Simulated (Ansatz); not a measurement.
The same molecule with X = O, S, Te. Ansatz, PBE0-D4/def2-TZVP geometries, multiplicity 1. Each molecule was computed in one conformer, which needn't be the lowest.

Elements past krypton have def2 core potentials.

```csv
X,molecule,mean X–C bond length / Å,mean X–H bond length / Å,LUMO energy (B3LYP/def2-TZVPP) / eV,LUMO energy (PBE/def2-TZVPP) / eV,LUMO energy (PBE0/def2-TZVPP) / eV
S,`CCCS`,1.814,1.342,0.30,-0.32,0.60
Te,`CCC[TeH]`,2.156,1.658,-0.78,-1.37,-0.54
```

Task: Give the row for X = O, `CCCO`. (An estimate is asked.)

Result: The calculation gave: 
```json
{"X": "O", "molecule": "`CCCO`", "mean X–C bond length / Å": "1.412", "mean X–H bond length / Å": "0.961", "LUMO energy (B3LYP/def2-TZVPP) / eV": "0.72", "LUMO energy (PBE/def2-TZVPP) / eV": "0.25", "LUMO energy (PBE0/def2-TZVPP) / eV": "1.09"}
```

From O to Te the mean X–C bond length rises at each step, by 0.744 Å in all; the mean X–H bond length rises at each step, by 0.697 Å in all; the LUMO energy (B3LYP/def2-TZVPP) falls at each step, by 1.50 eV in all; the LUMO energy (PBE/def2-TZVPP) falls at each step, by 1.62 eV in all; the LUMO energy (PBE0/def2-TZVPP) falls at each step, by 1.63 eV in all. Bonds lengthen as the atom grows down the group.

B3LYP here is the variant with VWN-RPA as its local correlation; programs differ in this.

Positive LUMOs are unbound, so they and the gaps depend on the basis.
